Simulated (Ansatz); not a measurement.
Runs of Ansatz 0.2.0 on Si2Mo. It takes space group I4/mmm (No. 139, tetragonal). The conventional cell has a = 3.200 Å, b = 3.200 Å, c = 7.861 Å, α = 90.00°, β = 90.00°, γ = 90.00°. Around Mo (site symmetry 4/mmm) lie 10 Si at 2.62 Å. Si (site symmetry 4mm) has 5 Si at 2.61 to 2.63 Å and 5 Mo at 2.62 Å as nearest neighbours. 

```tsv
task	level	spin	cell	k mesh	cutoff (eV)	smearing	points for each segment of the path	gap on the mesh (eV)	pressure (GPa)	largest force (eV/Å)
band structure	r2SCAN	SOC, no magnetisation	as given	9 × 9 × 9	500	fermi-dirac 0.05 eV	14	none	(a)	0.38
single point	PBE	off	as given	12 × 12 × 12	420	gaussian 0.022 eV	-	none	2.2	0.28
relaxation of cell and atoms	BLYP	off	relaxed	12 × 12 × 12	420	fermi-dirac 0.05 eV	-	-	0.0	-
single point	PBE	off	as given	12 × 12 × 12	420	gaussian 0.015 eV	-	none	2.2	0.28
single point	PBE	off	as given	12 × 12 × 12	420	gaussian 0.021 eV	-	none	2.2	0.28
```

Alike in all rows: potentials or basis Ansatz PAW.

Q: Fill in the values left out.

A: (a) -1.4.

Caveats: the PAW data sets come from PBE, with cores solved anew for the run's functional, which leaves a small shift of forces and pressure (some runs); the plane-wave basis is chosen anew once the cell has moved, so the energies of steps on either side of that aren't comparable (some runs).

A k mesh can miss the band edges, and rows without SOC leave out spin-orbit coupling on Mo.

A gap of «none» marks a metal or a gap under the smearing width.
